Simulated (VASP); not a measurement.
# TiO2 (Anatase) (I4_1/amd) in VASP: a series of runs

The runs below take TiO2 (Anatase) through single point, with PBE.

All numbers are computed with VASP 6.6.1; they aren't measurements. Logs are shortened: lines on timing, memory, paths and dates and some standing lists are left out, and cuts for length are marked.

### 1 The structure

It takes space group I4_1/amd (No. 141, tetragonal). The conventional cell has a = 3.799 Å, b = 3.799 Å, c = 9.697 Å, α = 90.00°, β = 90.00°, γ = 90.00°. Around Ti (site symmetry -4m2) lie 6 O at 1.95 to 2.00 Å. O (site symmetry 2mm) has 3 Ti at 1.95 to 2.00 Å as nearest neighbours.

### 2 Single point, PBE

File INCAR:

```
ALGO = Fast
EDIFF = 1E-6
ENCUT = 520
GGA = PE
ISIF = 2
ISMEAR = 0
LASPH = T
LCHARG = F
LREAL = F
LWAVE = F
NBANDS = 33
NELM = 100
PREC = Accurate
SIGMA = 0.02
```

File KPOINTS:

```
k-points
0
Gamma
  10 10 10
```

File POSCAR:

```
TiO2
1.0
   -1.8996082692      1.8996082692      4.8485069446
    1.8996082692     -1.8996082692      4.8485069446
    1.8996082692      1.8996082692     -4.8485069446
Ti O
2 4
Direct
    0.0000000000      0.0000000000      0.0000000000
    0.7500000000      0.2500000000      0.5000000000
    0.2064947469      0.2064947469      0.0000000000
    0.9564947469      0.4564947469      0.5000000000
    0.5435052531      0.0435052531      0.5000000000
    0.7935052531      0.7935052531      0.0000000000
```

Potentials or basis: VASP PAW PBE potentials, release 64 (Ti_sv, O).

On the command line:

```console
$ cat potpaw_PBE.64/Ti_sv/POTCAR potpaw_PBE.64/O/POTCAR > POTCAR
$ mpirun -np 1 vasp_std > vasp.out
```

OUTCAR:

```text
EDIFF = 1E-6
   ENCUT = 520
   GGA = PE
   ISIF = 2
   ISMEAR = 0
   LASPH = T
   LREAL = F
   NELM = 100
   PREC = Accurate

 ion  position               nearest neighbor table
   1  0.000  0.000  0.000-   5 1.95   4 1.95   5 1.95   4 1.95   3 2.00   6 2.00
   2  0.750  0.250  0.500-   6 1.95   3 1.95   6 1.95   3 1.95   4 2.00   5 2.00
   3  0.206  0.206  0.000-   2 1.95   2 1.95   1 2.00
   4  0.956  0.456  0.500-   1 1.95   1 1.95   2 2.00
   5  0.544  0.044  0.500-   1 1.95   1 1.95   2 2.00
   6  0.794  0.794  0.000-   2 1.95   2 1.95   1 2.00

  LATTYP: Found a body centered tetragonal cell.
 ALAT       =     3.7992165384
 C/A-ratio  =     2.5523719933

  Lattice vectors:

 A1 = (  -1.8996082692,   1.8996082692,   4.8485069446)
 A2 = (   1.8996082692,  -1.8996082692,   4.8485069446)
 A3 = (   1.8996082692,   1.8996082692,  -4.8485069446)

Analysis of symmetry for initial positions (statically):
=====================================================================
 Subroutine PRICEL returns:
 Original cell was already a primitive cell.

 Routine SETGRP: Setting up the symmetry group for a
 body centered tetragonal supercell.

 Subroutine GETGRP returns: Found 16 space group operations
 (whereof  8 operations were pure point group operations)
 out of a pool of 16 trial point group operations.

The static configuration has the point symmetry D_2d.
 The point group associated with its full space group is D_4h.

Analysis of symmetry for dynamics (positions and initial velocities):
=====================================================================
 Subroutine PRICEL returns:
 Original cell was already a primitive cell.

 Routine SETGRP: Setting up the symmetry group for a
 body centered tetragonal supercell.

 Subroutine GETGRP returns: Found 16 space group operations
 (whereof  8 operations were pure point group operations)
 out of a pool of 16 trial point group operations.

The dynamic configuration has the point symmetry D_2d.
 The point group associated with its full space group is D_4h.

 Subroutine INISYM returns: Found 16 space group operations
 (whereof  8 operations are pure point group operations),
 and found     1 'primitive' translations

----------------------------------------------------------------------------------------

                                     Primitive cell

  volume of cell :      69.9836

  direct lattice vectors                    reciprocal lattice vectors
    -1.899608269  1.899608269  4.848506945     0.000000000  0.263212162  0.103124530
     1.899608269 -1.899608269  4.848506945     0.263212162  0.000000000  0.103124530
     1.899608269  1.899608269 -4.848506945     0.263212162  0.263212162  0.000000000

  length of vectors
     5.543017476  5.543017476  5.543017476     0.282692963  0.282692963  0.372238210

  position of ions in fractional coordinates (direct lattice)
     0.000000000  0.000000000  0.000000000
     0.750000000  0.250000000  0.500000000
     0.206494747  0.206494747  0.000000000
     0.956494747  0.456494747  0.500000000
     0.543505253  0.043505253  0.500000000
     0.793505253  0.793505253  0.000000000

  ion indices of the primitive-cell ions
   primitive index   ion index
                 1           1
                 2           2
                 3           3
                 4           4
                 5           5
                 6           6

----------------------------------------------------------------------------------------

 KPOINTS: k-points

Automatic generation of k-mesh.
 Grid dimensions read from file:
 generate k-points for:   10   10   10

 Generating k-lattice:

  Cartesian coordinates                     Fractional coordinates (reciprocal lattice)
     0.000000000  0.026321216  0.010312453     0.100000000  0.000000000  0.000000000
     0.026321216  0.000000000  0.010312453     0.000000000  0.100000000  0.000000000
     0.026321216  0.026321216  0.000000000     0.000000000  0.000000000  0.100000000

  Length of vectors
     0.028269296  0.028269296  0.037223821

  Shift w.r.t. Gamma in fractional coordinates (k-lattice)
     0.000000000  0.000000000  0.000000000

 Subroutine IBZKPT returns following result:
 ===========================================

 Found    102 irreducible k-points:

 Following reciprocal coordinates:
            Coordinates               Weight
  0.000000  0.000000  0.000000      1.000000
  0.100000 -0.000000  0.000000      8.000000
  0.200000 -0.000000  0.000000      8.000000
  0.300000 -0.000000  0.000000      8.000000
  0.400000 -0.000000  0.000000      8.000000
  0.500000  0.000000  0.000000      4.000000
[... 16 lines left out ...]
  0.300000  0.300000  0.000000      8.000000
  0.400000  0.300000  0.000000     16.000000
 [... further k-points ...]
   k-points           NKPTS =    102   k-points in BZ     NKDIM =    102   number of bands    NBANDS=     33
   number of dos      NEDOS =    301   number of ions     NIONS =      6
   total plane-waves  NPLWV =  74088
   dimension x,y,z NGX =    42 NGY =   42 NGZ =   42
   dimension x,y,z NGXF=    84 NGYF=   84 NGZF=   84
   ions per type =               2   4
   NGX,Y,Z   is equivalent  to a cutoff of  12.60, 12.60, 12.60 a.u.
   NGXF,Y,Z  is equivalent  to a cutoff of  25.19, 25.19, 25.19 a.u.
 SYSTEM =  unknown system
   PREC   = accura    normal or accurate (medium, high low for compatibility)
   ISTART =      0    job   : 0-new  1-cont  2-samecut
   ICHARG =      2    charge: 1-file 2-atom 10-const
   ISPIN  =      1    spin polarized calculation?
   LNONCOLLINEAR =      F non collinear calculations
   LSORBIT =      F    spin-orbit coupling
   LASPH  =      T    aspherical Exc in radial PAW
   ENCUT  =  520.0 eV  38.22 Ry    6.18 a.u.  10.31 10.31 10.31*2*pi/ulx,y,z
   NELM   =    100;   NELMIN=  2; NELMDL= -5     # of ELM steps
   EDIFF  = 0.1E-05   stopping-criterion for ELM
   LREAL  =      F    real-space projection
   EDIFFG = 0.1E-04   stopping-criterion for IOM
   NSW    =      0    number of steps for IOM
   IBRION =     -1    ionic relax: 0-MD 1-quasi-New 2-CG
   NFREE  =      0    steps in history (QN), initial steepest desc. (CG)
   ISIF   =      2    stress and relaxation
   ISYM   =      2    0-nonsym 1-usesym 2-fastsym
   POTIM  = 0.5000    time-step for ionic-motion
   TEBEG  =    0.0;   TEEND  =   0.0 temperature during run
   PSTRESS=    0.0 pullay stress
   NELECT =      48.0000    total number of electrons
   NUPDOWN=      -1.0000    fix difference up-down
   EMIN   =  10.00;   EMAX   =-10.00  energy-range for DOS
   EFERMI =   0.00;   METHOD = LEGACY
   ISMEAR =     0;   SIGMA  =   0.02  broadening in eV -4-tet -1-fermi 0-gaus
   EFERMI_NEDOS =   21; number of points for ismear=-14 and -15
   IALGO  =     68    algorithm
   IMIX   =      4    mixing-type and parameters
     AMIX     =   0.40;   BMIX     =  1.00
     AMIX_MAG =   1.60;   BMIX_MAG =  1.00
  volume/ion in A,a.u.               =      11.66        78.71
  Fermi-wavevector in a.u.,A,eV,Ry     =   1.443743  2.728279 28.359897  2.084394
  Thomas-Fermi vector in A             =   2.562116
   LORBIT       =      0    0 simple, 1 ext, 2 COOP (PROOUT), +10 PAW based schemes
   GGA     = PE    functional components
   LHFCALC =     F    Hartree Fock is set to
   AEXX    =    0.0000 exact exchange contribution
   IVDW    =     0    specifies the selected vdW correction
   LEPSILON=     F    determine dielectric tensor
   LRPA    =     F    only Hartree local field effects (RPA)
 non-spin polarized calculation
 RMM-DIIS sequential band-by-band and
 Gauss-broadening in eV      SIGMA  =   0.02
  energy-cutoff  :      520.00
  volume of cell :       69.98
 maximum number of plane-waves:      1899
 NGX is ok and might be reduce to    42
   NGX = 21   NGY = 21   NGZ = 21

 number of electron      47.9999996 magnetization

 Free energy of the ion-electron system (eV)
  ---------------------------------------------------
  ext. energy  EPLUGINS =         0.00000000
  ---------------------------------------------------
  free energy    TOTEN  =       -53.86473307 eV

  energy without entropy =      -53.86473307  energy(sigma->0) =      -53.86473307

 E-fermi :   3.2383     XC(G=0): -10.5931

 val. band max:        3.1430439900   @ k =  -0.4000   0.4000   0.0000
 cond. band min:       5.2544792844   @ k =   0.0000   0.0000   0.0000
 fundamental gap:      2.1114352944
 Fermi energy:         3.2382883026

 k-point     1 :       0.0000    0.0000    0.0000
  band No.  band energies     occupation
      1     -53.3134      2.00000
      2     -53.2622      2.00000
      3     -29.7423      2.00000
      4     -29.5237      2.00000
      5     -29.5237      2.00000
      6     -29.4621      2.00000
[... 25 lines left out ...]
     32       8.2226      0.00000
     33      10.4823      0.00000

 k-point     2 :       0.1000   -0.0000    0.0000
  band No.  band energies     occupation
      1     -53.3122      2.00000
      2     -53.2630      2.00000
      3     -29.7397      2.00000
      4     -29.5354      2.00000
      5     -29.5245      2.00000
      6     -29.4671      2.00000
[... 25 lines left out ...]
     32       8.5769      0.00000
     33      10.7521      0.00000
[... 754 lines left out ...]
     32       9.4488      0.00000
     33      13.4784      0.00000

 k-point    24 :       0.4000    0.3000    0.0000
  band No.  band energies     occupation
      1     -53.2906      2.00000
      2     -53.2785      2.00000
      3     -29.7019      2.00000
      4     -29.6661      2.00000
      5     -29.5675      2.00000
      6     -29.5396      2.00000
[... 25 lines left out ...]
     32       9.4219      0.00000
     33      10.3047      0.00000

 [... further k-points ...]

------------------------ aborting loop because EDIFF is reached ----------------------------------------

  FORCE on cell =-STRESS in cart. coord.  units (eV):
  Direction    XX          YY          ZZ          XY          YZ          ZX
  --------------------------------------------------------------------------------------
  -------------------------------------------------------------------------------------
  Total        0.2630135      0.2630135      0.3056079      0.0000000      0.0000000      0.0000000
  in kB        6.0213321      6.0213321      6.9964705      0.0000000      0.0000000      0.0000000
  external PRESSURE =       6.3463783 kB  Pullay stress =       0.0000000 kB

 VOLUME and BASIS-vectors are now :
 -----------------------------------------------------------------------------
  energy-cutoff  :      520.00
  volume of cell :       69.98
      direct lattice vectors                 reciprocal lattice vectors
    -1.899608269  1.899608269  4.848506945     0.000000000  0.263212162  0.103124530
     1.899608269 -1.899608269  4.848506945     0.263212162  0.000000000  0.103124530
     1.899608269  1.899608269 -4.848506945     0.263212162  0.263212162  0.000000000

 POSITION                                       TOTAL-FORCE (eV/Angst)
 -----------------------------------------------------------------------------------
      0.00000      0.00000      0.00000         0.000000      0.000000     -0.000000
     -0.00000      1.89961      2.42425         0.000000      0.000000     -0.000000
      0.00000      0.00000      2.00238         0.000000     -0.000000      0.019007
      0.00000      1.89961      4.42664        -0.000000      0.000000      0.019007
      0.00000      1.89961      0.42187        -0.000000      0.000000     -0.019007
      0.00000      0.00000      7.69463         0.000000     -0.000000     -0.019007
 -----------------------------------------------------------------------------------
    total drift:                               -0.000000     -0.000000      0.000000

  FREE ENERGIE OF THE ION-ELECTRON SYSTEM (eV)
  ---------------------------------------------------
  free  energy   TOTEN  =       -53.8647330697 eV

  energy  without entropy=      -53.8647330697  energy(sigma->0) =      -53.86473307
```

Run time: 9.6 min. Hardware: 1 thread of Intel Xeon 6975P-C (Granite Rapids), shared host; peak memory 0.38 GiB.

What came out:

- Free energy: -53.8647 eV
- Pressure: 0.6 GPa
- Largest force: 0.019 eV/Å
- Band gap on the k mesh: 2.11 eV, indirect (least direct gap 2.41 eV)

Forces on the atoms (eV/Å):
```
Ti   0.000  0.000  0.000
Ti   0.000  0.000  0.000
O    0.000  0.000  0.019
O    0.000  0.000  0.019
O    0.000  0.000 -0.019
O    0.000  0.000 -0.019
```

Stress tensor (GPa, compression positive):
```
0.60 0.00 0.00
0.00 0.60 0.00
0.00 0.00 0.70
```

A k mesh can miss the band edges. Expect the measured gap to be larger: semilocal functionals such as PBE lack the derivative discontinuity.

### 3 Single point, PBE

File INCAR:

```
SYSTEM = TiO2
PREC = Accurate ; ENCUT = 520
EDIFF = 1E-6 ; ISMEAR = 0
SIGMA = 0.02 ; LREAL = .FALSE.
LASPH = .TRUE. ; NELM = 100
ALGO = Fast ; ISIF = 2
LWAVE = .FALSE. ; LCHARG = .FALSE.
GGA = PE ; NBANDS = 33
```

File KPOINTS:

```
Automatic mesh
0
G
  10 10 10
  0 0 0
```

POSCAR is that of step 2.

Potentials or basis: VASP PAW PBE potentials, release 64 (Ti_sv, O).

On the command line:

```console
$ cat potpaw_PBE.64/Ti_sv/POTCAR potpaw_PBE.64/O/POTCAR > POTCAR
$ mpirun -np 1 vasp_std > vasp.out
```

Wall time 8.5 min (1 thread of Intel Xeon 6975P-C (Granite Rapids), shared host); peak memory 0.37 GiB.

It converged, with:

| Quantity | Value |
| --- | --- |
| Free energy | -53.8647 eV |
| Pressure | 0.6 GPa |
| Largest force | 0.019 eV/Å |
| Band gap on the k mesh | 2.11 eV, indirect (least direct gap 2.41 eV) |

Forces on the atoms (eV/Å):
```
Ti   0.000  0.000  0.000
Ti   0.000  0.000  0.000
O    0.000  0.000  0.019
O    0.000  0.000  0.019
O    0.000  0.000 -0.019
O    0.000  0.000 -0.019
```

Stress tensor (GPa, compression positive):
```
0.60 0.00 0.00
0.00 0.60 0.00
0.00 0.00 0.70
```

Levels at points of the mesh, in eV from the valence-band top:
| k point | band 22 | band 23 | band 24 | band 25 | band 26 | band 27 |
| --- | --- | --- | --- | --- | --- | --- |
| (0.00, 0.00, 0.00) | -0.78 | -0.41 | -0.41 | 2.11 | 2.78 | 3.97 |
| (0.50, 0.00, 0.00) | -0.87 | -0.84 | -0.63 | 3.19 | 3.46 | 3.51 |
| (0.50, 0.50, 0.00) | -1.97 | -0.04 | -0.04 | 3.21 | 3.21 | 3.69 |
| (0.50, 0.50, 0.50) | -1.23 | -0.09 | -0.09 | 2.43 | 2.43 | 3.70 |

(Continued in part 2 of 2.)
